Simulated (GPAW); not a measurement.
Crystal: Au.

```xyz
1
Lattice="2.7484 0.0000 0.0000 0.0000 2.7484 0.0000 0.0000 0.0000 2.7484" Properties=species:S:1:pos:R:3 pbc="T T T"
Au    1.3742    1.3742    1.3742
```

The cell was built by a generator and needn't be a form met in nature.

| Property | Result |
| --- | --- |
| Program | GPAW 26.7.0 |
| Task | relaxation of cell and atoms |
| Functional | PBEsol |
| Dispersion | D4 |
| Potentials or basis | PAW data sets generated in the run's folder for this functional |
| Cutoff | 600 eV |
| Basis | pw |
| k mesh | 10 × 10 × 10 |
| Occupations | fermi-dirac, width 0.05 eV |
| Spin | no spin polarisation |

At the start: pressure -6.8 GPa; volume 20.76 Å³/atom.

Where does the relaxation end?

Over 4 steps the energy falls by 27.0 meV/atom and the volume is 19.54 Å³/atom (-5.9 %); space group Pm-3m (No. 221, to 0.05 Å).

The path:
| step | energy change (eV) | largest force (eV/Å) | pressure (GPa) | volume (Å³) |
| --- | --- | --- | --- | --- |
| 1 | 0.0000 | 0.0000 | -6.79 | 20.76 |
| 2 | -0.0230 | 0.0000 | -2.84 | 19.99 |
| 3 | -0.0270 | 0.0000 | 0.30 | 19.49 |
| 4 | -0.0270 | 0.0000 | -0.02 | 19.54 |

Final structure:
```
CELL_PARAMETERS angstrom
2.69330 0.00000 0.00000
0.00000 2.69330 0.00000
0.00000 0.00000 2.69330
ATOMIC_POSITIONS crystal
Au 0.50000 0.50000 0.50000
```

Caveat: with this Au data set, volumes or pressures lay over 1.5 % or 2 GPa off other programs in two to four cells of ten; later steps reuse the first step's grids; pairwise dispersion overbinds metals, which lowers pressure and volume.
